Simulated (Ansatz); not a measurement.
# InAs: a tetragonal deformation path

One table from this session's results is given with a row withheld; the runs are named, their logs left out.

The COD entry's cell or inner coordinates are ideal or old and differ from later refinements, so a difference from it is no clean test against experiment.

Method: DFT PBE, scalar-relativistic, plane waves, PAW, in Ansatz 0.2.0.

1 further run of the same task is left out (set aside as unsound or not needed).

### The structure to begin with

Symmetry: F-43m, No. 216, cubic system. The conventional cell has a = 6.048 Å, b = 6.048 Å, c = 6.048 Å, α = 90.00°, β = 90.00°, γ = 90.00°. In (site symmetry -43m) has 4 As at 2.62 Å as nearest neighbours. As (site symmetry -43m) has 4 In at 2.62 Å as nearest neighbours.

Structure file:

```xyz
2
Lattice="0.0000 3.0240 3.0240 3.0240 0.0000 3.0240 3.0240 3.0240 0.0000" Properties=species:S:1:pos:R:3 pbc="T T T"
In    0.0000    0.0000    0.0000
As    4.5360    4.5360    4.5360
```

No relaxation comes first: the listed cell is the starting point.

Set-up of the first run:

Contents of input.yaml:

```yaml
crystal:
  lattice:
    - [0.0, 3.024, 3.024]
    - [3.024, 0.0, 3.024]
    - [3.024, 3.024, 0.0]
  atoms:
    - { symbol: In, position: [0.0, 0.0, 0.0] }
    - { symbol: As, position: [0.75, 0.75, 0.75] }
basis:
  ecutwfc: 420
kpoints:
  mp_grid: { grid: [16, 16, 16] }
hamiltonian:
  xc: pbe
scf:
  occupations: { method: gaussian, width: 0.15 }
output:
  forces: true
  stress: true
  eigenvalues: true
```

Steps of the session up to this table: Zero of the scan; Point ρ = 0.707; Point ρ = 1.414; At ρ = 0.850; Point ρ = 1.200.

One of the session's tables, all rows but one given; the rest of the session is left out.

It belongs to the step «The scan collected». Collected from the runs (energy zero: the undisturbed cell):

```
    ρ  ΔE (meV/atom)  pressure (GPa)
0.707          130.6             1.2
0.850              ?               ?
1.000            0.0             3.9
1.200           78.4             3.3
1.414          302.2             2.5
```

Q: Estimate the row for ρ = 0.850 from the others.

Worked estimate for «ΔE (meV/atom)». A straight line through the neighbours (0.707, 130.6) and (1.000, 0.0) gives 130.6 + (0.0 − 130.6) × (0.850 − 0.707) / (1.000 − 0.707) = 66.9; a parabola fitted to 3 rows on both sides gives 30.4.

**Answer.** ΔE (meV/atom): 37.6; pressure (GPa): 3.3. In «ΔE (meV/atom)» the line misses by +29.3 and the parabola by -7.2.
